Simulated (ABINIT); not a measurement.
# InP (F-43m) in ABINIT: notebook

The runs below take InP through single point, with r2SCAN.

Program: ABINIT 10.8.3 (patched build). These are calculated values, not measurements. Logs are shortened: lines on timing, memory, paths and dates and some standing lists are left out, and cuts for length are marked. The log counts tension as positive stress, the text compression.

**Experimental background.**

A printed reference work, data compilation reports, for a bulk crystal of InP at 1.6 K: band gap 1.4236 eV (direct).

The runs below are set against these values where they give the same quantity.

## 1. The structure

Symmetry: F-43m, No. 216, cubic system. The conventional cell has a = 5.861 Å, b = 5.861 Å, c = 5.861 Å, α = 90.00°, β = 90.00°, γ = 90.00°. In (site symmetry -43m) is surrounded by 4 P at 2.54 Å. Around P (site symmetry -43m) lie 4 In at 2.54 Å.

## 2. Single point, r2SCAN

run.abi reads:

```
# Pseudopotentials
pp_dirpath "./"
pseudos "In.GGA_PBE-ansatz.xml, P.GGA_PBE-ansatz.xml"

# Structure
acell 3*1.0
rprim
     0.0000000000     5.5378424082     5.5378424082
     5.5378424082     0.0000000000     5.5378424082
     5.5378424082     5.5378424082     0.0000000000
ntypat 2
znucl 49 15
natom 2
typat 1 2
xred
     0.0000000000     0.0000000000     0.0000000000
     0.7500000000     0.7500000000     0.7500000000

# Plane-wave basis
ecut 18.0
pawecutdg 36.0
pawovlp 30

# k points
kptopt 1
ngkpt 8 8 8
nshiftk 1
shiftk 0.0 0.0 0.0

# Exchange and correlation
ixc -497498
usekden 1
pawxcdev 0

# Bands and occupations
nband 13
occopt 3
tsmear 0.05 eV

# SCF cycle
nstep 100
tolvrs 1.0e-7

# Output
iomode 3
prtwf 0
prtden 0
prteig 0
prtebands 0
```

Potentials or basis: Ansatz PAW PBE default generated set, frozen core.

On the command line:

```console
$ mpirun --bind-to none -np 4 abinit run.abi > log 2>&1
```

run.abo:

```text
[... set-up lines left out ...]
 ETOT  1  -43.857693742384    -4.386E+01 3.511E-01 3.023E+00
 ETOT  2  -43.827735054593     2.996E-02 3.151E-02 7.122E-01
 ETOT  3  -43.827706704965     2.835E-05 9.539E-03 4.050E-02
 ETOT  4  -43.827784125100    -7.742E-05 2.602E-03 6.412E-03
 ETOT  5  -43.827811244933    -2.712E-05 1.182E-03 4.391E-04
 ETOT  6  -43.827813465699    -2.221E-06 6.967E-04 4.561E-05
 ETOT  7  -43.827813709166    -2.435E-07 3.273E-04 1.535E-06
 ETOT  8  -43.827813712180    -3.014E-09 1.953E-04 2.160E-07
 ETOT  9  -43.827813713305    -1.124E-09 1.792E-04 8.641E-09

 At SCF step    9       nres2   =  8.64E-09 < tolvrs=  1.00E-07 =>converged.

Result for kinetic energy density :

--------------------------------------------------------------------------------
 Total kinetic energy density [Ha/Bohr^3]
)     Maximum=    5.3309E-01  at reduced coord.    0.0444    0.0444    0.8889
)     Minimum=    9.7938E-04  at reduced coord.    0.2444    0.2444    0.2444
   Integrated=    1.1527E+01
--------------------------------------------------------------------------------

 Cartesian components of stress tensor (hartree/bohr^3)
  sigma(1 1)= -5.48068019E-05  sigma(3 2)=  0.00000000E+00
  sigma(2 2)= -5.48068019E-05  sigma(3 1)=  0.00000000E+00
  sigma(3 3)= -5.48068019E-05  sigma(2 1)=  0.00000000E+00

--- !ResultsGS
iteration_state: {dtset: 1, }
comment   : Summary of ground state results
lattice_vectors:
- [  0.0000000,   5.5378424,   5.5378424, ]
- [  5.5378424,   0.0000000,   5.5378424, ]
- [  5.5378424,   5.5378424,   0.0000000, ]
lattice_lengths: [   7.83169,    7.83169,    7.83169, ]
lattice_angles: [ 60.000,  60.000,  60.000, ] # degrees, (23, 13, 12)
lattice_volume:   3.3966576E+02
convergence: {deltae: -1.124E-09, res2:  8.641E-09, residm:  1.792E-04, diffor: null, }
etotal    :  -4.38278137E+01
entropy   :   0.00000000E+00
fermie    :   1.50482643E-01
cartesian_stress_tensor: # hartree/bohr^3
- [ -5.48068019E-05,   0.00000000E+00,   0.00000000E+00, ]
- [  0.00000000E+00,  -5.48068019E-05,   0.00000000E+00, ]
- [  0.00000000E+00,   0.00000000E+00,  -5.48068019E-05, ]
pressure_GPa:   1.6125E+00
xred      :
- [  0.0000E+00,   0.0000E+00,   0.0000E+00, In]
- [  7.5000E-01,   7.5000E-01,   7.5000E-01,  P]
cartesian_forces: # hartree/bohr
- [ -0.00000000E+00,  -0.00000000E+00,  -0.00000000E+00, ]
- [ -0.00000000E+00,  -0.00000000E+00,  -0.00000000E+00, ]
force_length_stats: {min:   0.00000000E+00, max:   0.00000000E+00, mean:   0.00000000E+00, }
...

 Integrated electronic density in atomic spheres:
 ------------------------------------------------
 Atom  Sphere_radius  Integrated_density
    1        2.63806         11.58305927
    2        2.62861          4.61783393

================================================================================

 ----iterations are completed or convergence reached----

 Mean square residual over all n,k,spin=   10.725E-07; max=  17.922E-05
 reduced coordinates (array xred) for    2 atoms
       0.000000000000      0.000000000000      0.000000000000
       0.750000000000      0.750000000000      0.750000000000
 rms dE/dt=  0.0000E+00; max dE/dt=  0.0000E+00; dE/dt below (all hartree)
    1       0.000000000000      0.000000000000      0.000000000000
    2       0.000000000000      0.000000000000      0.000000000000

 cartesian coordinates (angstrom) at end:
    1      0.00000000000000     0.00000000000000     0.00000000000000
    2      4.39574999700532     4.39574999700532     4.39574999700532

 cartesian forces (hartree/bohr) at end:
    1     -0.00000000000000    -0.00000000000000    -0.00000000000000
    2     -0.00000000000000    -0.00000000000000    -0.00000000000000
 frms,max,avg= 0.0000000E+00 0.0000000E+00   0.000E+00  0.000E+00  0.000E+00 h/b

 cartesian forces (eV/Angstrom) at end:
    1     -0.00000000000000    -0.00000000000000    -0.00000000000000
    2     -0.00000000000000    -0.00000000000000    -0.00000000000000
 frms,max,avg= 0.0000000E+00 0.0000000E+00   0.000E+00  0.000E+00  0.000E+00 e/A
 length scales=  1.000000000000  1.000000000000  1.000000000000 bohr
              =  0.529177210544  0.529177210544  0.529177210544 angstroms
 Fermi (or HOMO) energy (hartree) =   0.15048   Average Vxc (hartree)=  -0.36148
 Eigenvalues (hartree) for nkpt=  29  k points:
 kpt#   1, nband= 13, wtk=  0.00195, kpt=  0.0000  0.0000  0.0000 (reduced coord)
  -0.41099   -0.41099   -0.41099   -0.40477   -0.40477   -0.31292    0.12814    0.12814
   0.12814    0.17055    0.29089    0.29089    0.29089
      occupation numbers for kpt#   1
   2.00000    2.00000    2.00000    2.00000    2.00000    2.00000    1.99999    1.99999
   1.99999    0.00004    0.00000    0.00000    0.00000
 prteigrs : prtvol=0 or 1, do not print more k-points.

--- !EnergyTerms
iteration_state     : {dtset: 1, }
comment             : Components of total free energy in Hartree
kinetic             :  1.15270742977125E+01
hartree             :  2.03142324797732E+01
xc                  : -9.52620509356679E+00
Ewald energy        : -4.48602020983076E+01
psp_core            :  2.20339026970498E+00
local_psp           : -5.36221105391692E+01
PAW spherical_terms :  3.01360124982230E+01
internal            : -4.38278081856300E+01
'-kT*entropy'       : -3.31498988207610E-09
total_energy        : -4.38278081889450E+01
total_energy_eV     : -1.19261541694415E+03
...

--- !EnergyTermsDC
iteration_state     : {dtset: 1, }
comment             : '"Double-counting" decomposition of free energy'
band_energy         : -4.45703813912122E+00
Ewald energy        : -4.48602020983076E+01
psp_core            :  2.20339026970498E+00
xc_dc               : -2.39127095010713E+01
PAW spherical_terms :  2.71987457588055E+01
internal            : -4.38278137099896E+01
'-kT*entropy'       : -3.31498988207610E-09
total_energy_dc     : -4.38278137133046E+01
total_energy_dc_eV  : -1.19261556726963E+03
...

--- !EnergyTermsWithPAWCore
iteration_state     : {dtset: 1, }
comment             : 'Components of total free energy, including PAW core contributions'
Total energy        : -6.05067998775660E+03
Total energy DC     : -6.05067999328096E+03
Total energy (eV)   : -1.64647390197672E+05
Total energy DC (eV): -1.64647390347998E+05
...

 Cartesian components of stress tensor (hartree/bohr^3)
  sigma(1 1)= -5.48068019E-05  sigma(3 2)=  0.00000000E+00
  sigma(2 2)= -5.48068019E-05  sigma(3 1)=  0.00000000E+00
  sigma(3 3)= -5.48068019E-05  sigma(2 1)=  0.00000000E+00

-Cartesian components of stress tensor (GPa)         [Pressure=  1.6125E+00 GPa]
- sigma(1 1)= -1.61247178E+00  sigma(3 2)=  0.00000000E+00
- sigma(2 2)= -1.61247178E+00  sigma(3 1)=  0.00000000E+00
- sigma(3 3)= -1.61247178E+00  sigma(2 1)=  0.00000000E+00

== END DATASET(S) ==============================================================
================================================================================

 -outvars: echo values of variables after computation  --------
            acell      1.0000000000E+00  1.0000000000E+00  1.0000000000E+00 Bohr
           etotal     -4.3827813713E+01
            fcart     -0.0000000000E+00 -0.0000000000E+00 -0.0000000000E+00
                      -0.0000000000E+00 -0.0000000000E+00 -0.0000000000E+00
            rprim      0.0000000000E+00  5.5378424082E+00  5.5378424082E+00
                       5.5378424082E+00  0.0000000000E+00  5.5378424082E+00
                       5.5378424082E+00  5.5378424082E+00  0.0000000000E+00
           strten     -5.4806801917E-05 -5.4806801917E-05 -5.4806801917E-05
                       0.0000000000E+00  0.0000000000E+00  0.0000000000E+00
           xangst      0.0000000000E+00  0.0000000000E+00  0.0000000000E+00
                       4.3957499970E+00  4.3957499970E+00  4.3957499970E+00
             xred      0.0000000000E+00  0.0000000000E+00  0.0000000000E+00
                       7.5000000000E-01  7.5000000000E-01  7.5000000000E-01
 Calculation completed.
```

It took 35 s on 4 MPI ranks of AMD EPYC 9R14 (Zen 4), shared host; peak memory 0.96 GiB.

Results:

```yaml
Free_energy: -1192.6156 eV
Pressure: 1.6 GPa
Band_gap_on_the_k_mesh: 1.15 eV, direct
```

Levels at points of the mesh, in eV from the valence-band top:
```csv
k point,band 5,band 6,band 7,band 8,band 9,band 10,band 11,band 12,band 13
"(0.00, 0.00, 0.00)",-14.50,-12.00,0.00,0.00,0.00,1.15,4.43,4.43,4.43
"(0.50, 0.00, 0.00)",-14.49,-10.20,-5.88,-1.01,-1.01,1.86,5.15,5.15,7.55
"(0.50, 0.50, 0.00)",-14.46,-9.52,-5.88,-2.41,-2.41,2.01,2.54,9.90,10.29
```

Caveat: totals of a meta-GGA on PAW files have another zero than those of a GGA; the PAW data sets were made with another functional, which shifts forces and pressure a little; spin-orbit coupling is left out, which moves the levels of the heavy elements; the atomic spheres overlap.

## 3. Single point, r2SCAN

Changes to run.abi since step 2:

```diff
@@ -2,3 +2,3 @@
 pp_dirpath "./"
-pseudos "In.GGA_PBE-ansatz.xml, P.GGA_PBE-ansatz.xml"
+pseudos "In.GGA_PBE-JTH.xml, P.GGA_PBE-JTH.xml"
 
@@ -19,5 +19,4 @@
 # Plane-wave basis
-ecut 18.0
-pawecutdg 36.0
-pawovlp 30
+ecut 26.0
+pawecutdg 48.0
```

Potentials or basis: JTH PAW PBE v2.0.

On the command line:

```console
$ mpirun --bind-to none -np 4 abinit run.abi > log 2>&1
```

run.abo:

```text
.Version 10.8.3 of ABINIT
 Symmetries : space group F-4 3 m (#216); Bravais cF (face-center cubic)
================================================================================
 Values of the parameters that define the memory need of the present run
     intxc =       0    ionmov =       0      iscf =      17    lmnmax =      18
     lnmax =       6     mgfft =      36  mpssoang =       3    mqgrid =    3001
     natom =       2  nloc_mem =       2    nspden =       1   nspinor =       1
    nsppol =       1      nsym =      24    n1xccc =       1    ntypat =       2
    occopt =       3   xclevel =       2
       mpw =        2180          nfft =       46656          nkpt =          29
Pmy_natom=         1
 PAW method is used; the additional fine FFT grid is defined by:
   mgfftf=        50    nfftf =    125000
================================================================================
================================================================================

--------------------------------------------------------------------------------
------------- Echo of variables that govern the present computation ------------
--------------------------------------------------------------------------------
 -outvars: echo values of preprocessed input variables --------
            acell      1.0000000000E+00  1.0000000000E+00  1.0000000000E+00 Bohr
              amu      1.14820000E+02  3.09737620E+01
             ecut      2.60000000E+01 Hartree
              ixc     -497498
         kptrlatt        8    0    0      0    8    0      0    0    8
          kptrlen      6.26535347E+01
            natom           2
            nband          13
            ngfft          36      36      36
          ngfftdg          50      50      50
             nkpt          29
            nstep         100
             nsym          24
           ntypat           2
           occopt           3
        pawecutdg      4.80000000E+01 Hartree
         pawxcdev           0
           prtden           0
        prtebands           0
           prteig           0
          prtkden           1
            prtwf           0
            rprim      0.0000000000E+00  5.5378424082E+00  5.5378424082E+00
                       5.5378424082E+00  0.0000000000E+00  5.5378424082E+00
                       5.5378424082E+00  5.5378424082E+00  0.0000000000E+00
          spgroup         216
           tolvrs      1.00000000E-07
           tsmear      1.83746611E-03 Hartree
            typat      1  2
          usekden           1
           useylm           1
           xangst      0.0000000000E+00  0.0000000000E+00  0.0000000000E+00
                       4.3957499970E+00  4.3957499970E+00  4.3957499970E+00
            xcart      0.0000000000E+00  0.0000000000E+00  0.0000000000E+00
                       8.3067636123E+00  8.3067636123E+00  8.3067636123E+00
             xred      0.0000000000E+00  0.0000000000E+00  0.0000000000E+00
                       7.5000000000E-01  7.5000000000E-01  7.5000000000E-01
            znucl       49.00000   15.00000

================================================================================

 chkinp: Checking input parameters for consistency.

================================================================================
== DATASET  1 ==================================================================

--- !DatasetInfo
iteration_state: {dtset: 1, }
dimensions: {natom: 2, nkpt: 29, mband: 13, nsppol: 1, nspinor: 1, nspden: 1, mpw: 2180, }
cutoff_energies: {ecut:  26.0, pawecutdg:  48.0, }
electrons: {nelect:   1.80000000E+01, charge:   0.00000000E+00, occopt:   3.00000000E+00, tsmear:   1.83746611E-03, }
meta: {optdriver: 0, ionmov: 0, optcell: 0, iscf: 17, paral_kgb: 0, }
...

 Real(R)+Recip(G) space primitive vectors, cartesian coordinates (Bohr,Bohr^-1):
[... 91 lines left out ...]
- [  0.0000E+00,   0.0000E+00,   0.0000E+00, In]
- [  7.5000E-01,   7.5000E-01,   7.5000E-01,  P]
cartesian_forces: # hartree/bohr
- [ -0.00000000E+00,  -0.00000000E+00,  -0.00000000E+00, ]
- [ -0.00000000E+00,  -0.00000000E+00,  -0.00000000E+00, ]
force_length_stats: {min:   0.00000000E+00, max:   0.00000000E+00, mean:   0.00000000E+00, }
...

 Integrated electronic density in atomic spheres:
 ------------------------------------------------
 Atom  Sphere_radius  Integrated_density
    1        2.50645         11.23148657
    2        1.60765          1.56702466

================================================================================

 ----iterations are completed or convergence reached----

 Mean square residual over all n,k,spin=   81.654E-09; max=  18.498E-06
 reduced coordinates (array xred) for    2 atoms
       0.000000000000      0.000000000000      0.000000000000
       0.750000000000      0.750000000000      0.750000000000
 rms dE/dt=  0.0000E+00; max dE/dt=  0.0000E+00; dE/dt below (all hartree)
    1       0.000000000000      0.000000000000      0.000000000000
    2       0.000000000000      0.000000000000      0.000000000000

 cartesian coordinates (angstrom) at end:
    1      0.00000000000000     0.00000000000000     0.00000000000000
    2      4.39574999700532     4.39574999700532     4.39574999700532

 cartesian forces (hartree/bohr) at end:
    1     -0.00000000000000    -0.00000000000000    -0.00000000000000
    2     -0.00000000000000    -0.00000000000000    -0.00000000000000
 frms,max,avg= 0.0000000E+00 0.0000000E+00   0.000E+00  0.000E+00  0.000E+00 h/b

 cartesian forces (eV/Angstrom) at end:
    1     -0.00000000000000    -0.00000000000000    -0.00000000000000
    2     -0.00000000000000    -0.00000000000000    -0.00000000000000
 frms,max,avg= 0.0000000E+00 0.0000000E+00   0.000E+00  0.000E+00  0.000E+00 e/A
 length scales=  1.000000000000  1.000000000000  1.000000000000 bohr
              =  0.529177210544  0.529177210544  0.529177210544 angstroms
 Fermi (or HOMO) energy (hartree) =   0.18748   Average Vxc (hartree)=  -0.36315
 Eigenvalues (hartree) for nkpt=  29  k points:
 kpt#   1, nband= 13, wtk=  0.00195, kpt=  0.0000  0.0000  0.0000 (reduced coord)
  -0.37342   -0.37342   -0.37342   -0.36722   -0.36722   -0.27600    0.16556    0.16556
   0.16556    0.20714    0.32853    0.32853    0.32853
      occupation numbers for kpt#   1
   2.00000    2.00000    2.00000    2.00000    2.00000    2.00000    1.99999    1.99999
   1.99999    0.00005    0.00000    0.00000    0.00000
 prteigrs : prtvol=0 or 1, do not print more k-points.

--- !EnergyTerms
iteration_state     : {dtset: 1, }
comment             : Components of total free energy in Hartree
kinetic             :  1.64812034402706E+01
hartree             :  2.39009636512501E+01
xc                  : -9.43685375544680E+00
Ewald energy        : -4.48602020983076E+01
psp_core            :  1.38267200478626E+00
local_psp           : -6.48039056842265E+01
PAW spherical_terms :  3.37358299642647E+01
internal            : -4.36002924774093E+01
'-kT*entropy'       : -4.07364314640369E-09
total_energy        : -4.36002924814829E+01
total_energy_eV     : -1.18642439915137E+03
...

--- !EnergyTermsDC
iteration_state     : {dtset: 1, }
comment             : '"Double-counting" decomposition of free energy'
band_energy         : -3.78496912823611E+00
Ewald energy        : -4.48602020983076E+01
psp_core            :  1.38267200478626E+00
xc_dc               : -2.61681604824781E+01
PAW spherical_terms :  2.98304125548824E+01
internal            : -4.36002471493532E+01
'-kT*entropy'       : -4.07364314640369E-09
total_energy_dc     : -4.36002471534268E+01
total_energy_dc_eV  : -1.18642316571213E+03
...

--- !EnergyTermsWithPAWCore
iteration_state     : {dtset: 1, }
comment             : 'Components of total free energy, including PAW core contributions'
Total energy        : -6.22449305487445E+03
Total energy DC     : -6.22449300954639E+03
Total energy (eV)   : -1.69377084701615E+05
Total energy DC (eV): -1.69377083468176E+05
...

 Cartesian components of stress tensor (hartree/bohr^3)
  sigma(1 1)= -4.69771844E-05  sigma(3 2)=  0.00000000E+00
  sigma(2 2)= -4.69771844E-05  sigma(3 1)=  0.00000000E+00
  sigma(3 3)= -4.69771844E-05  sigma(2 1)=  0.00000000E+00

-Cartesian components of stress tensor (GPa)         [Pressure=  1.3821E+00 GPa]
- sigma(1 1)= -1.38211648E+00  sigma(3 2)=  0.00000000E+00
- sigma(2 2)= -1.38211648E+00  sigma(3 1)=  0.00000000E+00
- sigma(3 3)= -1.38211648E+00  sigma(2 1)=  0.00000000E+00

== END DATASET(S) ==============================================================
================================================================================

 -outvars: echo values of variables after computation  --------
            acell      1.0000000000E+00  1.0000000000E+00  1.0000000000E+00 Bohr
           etotal     -4.3600247153E+01
            fcart     -0.0000000000E+00 -0.0000000000E+00 -0.0000000000E+00
                      -0.0000000000E+00 -0.0000000000E+00 -0.0000000000E+00
            rprim      0.0000000000E+00  5.5378424082E+00  5.5378424082E+00
                       5.5378424082E+00  0.0000000000E+00  5.5378424082E+00
                       5.5378424082E+00  5.5378424082E+00  0.0000000000E+00
           strten     -4.6977184356E-05 -4.6977184356E-05 -4.6977184356E-05
                       0.0000000000E+00  0.0000000000E+00  0.0000000000E+00
           xangst      0.0000000000E+00  0.0000000000E+00  0.0000000000E+00
                       4.3957499970E+00  4.3957499970E+00  4.3957499970E+00
             xred      0.0000000000E+00  0.0000000000E+00  0.0000000000E+00
                       7.5000000000E-01  7.5000000000E-01  7.5000000000E-01
 Calculation completed.
```

Run time: 20 s. Hardware: 4 MPI ranks of AMD EPYC 9R14 (Zen 4), shared host; peak memory 0.56 GiB.

Results:

```
Free energy                                           : -1186.4232 eV
Pressure                                              : 1.4 GPa
Band gap on the k mesh                                : 1.13 eV, direct
Valence electrons inside the program's atomic spheres : In 11.23; P 1.57
```

Caveat: totals of a meta-GGA on PAW files have another zero than those of a GGA; the PAW data sets were made with another functional, which shifts forces and pressure a little; spin-orbit coupling is left out, which moves the levels of the heavy elements.

(Continued in part 2 of 2.)
